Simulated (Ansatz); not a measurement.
Wanted: the native input for an Ansatz 0.2.0 run.

- Task: single point
- Functional: PBEsol
- Potentials or basis: Ansatz PAW
- Cutoff: 420 eV (not typed: the program's choice for these potentials)
- k mesh: 8 × 8 × 8
- Occupations: fermi-dirac, width 0.05 eV
- Spin: no spin polarisation

SiNi3:

```
Ni Si
1.0
     3.54200    0.00000    0.00000
     0.00000    3.54200    0.00000
     0.00000    0.00000    3.54200
Ni Si
3 1
Direct
  0.50000 0.50000 0.00000
  0.50000 0.00000 0.50000
  0.00000 0.50000 0.50000
  0.00000 0.00000 0.00000
```

One way to write it, as run:

input.yaml

```yaml
crystal:
  lattice:
    - [3.542, 0.0, 0.0]
    - [0.0, 3.542, 0.0]
    - [0.0, 0.0, 3.542]
  atoms:
    - { symbol: Ni, position: [0.5, 0.5, 0.0] }
    - { symbol: Ni, position: [0.5, 0.0, 0.5] }
    - { symbol: Ni, position: [0.0, 0.5, 0.5] }
    - { symbol: Si, position: [0.0, 0.0, 0.0] }
hamiltonian:
  xc: pbesol
  pseudopotentials: { kind: paw }
kpoints:
  mp_grid: { grid: [8, 8, 8] }
scf:
  occupations: { method: fermi_dirac, width: 0.05 }
output:
  forces: true
  stress: true
  eigenvalues: true
  write_density: true
  write_potential: true
  elf: true
  volumetric_format: npy
```

Potentials or basis: Ansatz PAW.

Command:

```sh
$ ansatz run input.yaml --threads 2 --pin off --max-ram 5632MiB --backend cpu --events-out ev --progress --plain --runs-dir out
```

Results of the run:

```
Pressure               : -14.1 GPa
Band gap on the k mesh : none (metal or under the smearing width)
```

Caveat: the PAW data sets come from PBE, with cores solved anew for the run's functional, which leaves a small shift of forces and pressure.

It took 2 s on 2 threads of Arm Neoverse V2, on a shared host, peak memory 0.34 GiB.
